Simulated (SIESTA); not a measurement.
BAs:

```
CELL_PARAMETERS angstrom
0.00000 2.38850 2.38850
2.38850 0.00000 2.38850
2.38850 2.38850 0.00000
ATOMIC_POSITIONS crystal
As 0.75000 0.75000 0.75000
B 0.00000 0.00000 0.00000
```

Base run:

```yaml
Program: SIESTA 5.4.2
Functional: PBEsol
Potentials_or_basis: PseudoDojo 0.4 standard (PBEsol files)
Basis: DZP (energy shift 0.003 Ry; two zetas on semicore shells)
Grid_cutoff: 500 Ry
Energy_shift: 0.003 Ry
k_mesh: 10 × 10 × 10
Occupations: fermi-dirac, width 0.05 eV
Spin: no spin polarisation
```

Its results: band gap on the k mesh 1.24 eV, indirect (least direct gap 3.33 eV); pressure 1.5 GPa.

Q: The run is repeated on the same cell with these changes: functional from PBEsol to LDA; potentials or basis from PseudoDojo 0.4 standard (PBEsol files) to PseudoDojo 0.4 standard (LDA files). What comes out?

A: Band gap on the k mesh 1.28 eV, indirect (least direct gap 3.34 eV); pressure -1.8 GPa.

Caveats: the basis of atomic orbitals isn't converged, which shifts pressures, moduli and gaps.
